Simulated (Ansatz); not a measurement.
# PbSe: pressure against volume per atom

All results are calculated (Ansatz 0.2.0). Periodic Kohn-Sham DFT of a crystal at fixed atoms; pressure and stress are positive in compression; the energy is the free energy less that of spherical unpolarised free atoms; site moments are those in the method's own spheres, positive along +z.

Cell of the first row (space group Fm-3m, No. 225):
```
cell vectors (Å)
   0.0000     2.9996     2.9996
   2.9996     0.0000     2.9996
   2.9996     2.9996     0.0000
atoms (fractions of the cell vectors)
Pb  0.00000  0.00000  0.00000
Se  0.50000  0.50000  0.50000
```

Settings of every row: method all-electron PAW; functional PBEsol; relativity scalar; k mesh 9x9x9; filling fermi-dirac; smearing width 0.01 eV; nucleus gaussian.

Atom start moment: 0 on all atoms.

Limits: no spin-orbit coupling on heavy atoms.

Limits of some rows: small gap, it may come from the mesh (row 5).

```csv
row,volume per atom (Å³),pressure (GPa)
1,26.99,3.033
2,27.565,1.697
3,28.139,0.498
4,28.426,-0.054
5,28.713,?
6,29,-1.072
7,29.287,-1.541
8,29.862,-2.406
9,30.436,-3.181
```

Question: what pressure should row 5 give?

Worked fit of pressure. Take u = (V_r/V)^(2/3) − 1 with V_r = 28.713 Å³ an atom, which is twice the finite (Eulerian) strain; such expansions in the strain, on which the Birch-Murnaghan equation of state is built, carry the rest volume and the bulk modulus. The shown rows have u = 0.04212, 0.02758, 0.01355, 0.00672, -0.00661, -0.01311, -0.02582, -0.03811. Least squares give pressure = −0.5766 + 76.356 × u + 215.93 × u² + 142 × u³ GPa; a parabola predicts inner rows, each left out in turn, worse (root mean square 0.0023 against 0.00056 GPa). The rows lie off it by 0.000, 0.000, 0.000, 0.000, 0.000, 0.000, 0.001, 0.000. The pressure vanishes at u = 0.0074, or V = 28.4 Å³ an atom, and there the bulk modulus at fixed shape and fractions is B = −V dP/dV = (2/3)(1 + u) dP/du = 53.4 GPa. The withheld row has u = 0, so the fit gives −0.5766 + 76.356 × (0) + 215.93 × (0)² + 142 × (0)³ = -0.577 GPa.

The calculation gave -0.577 GPa. The fit meets it to the printed digit.
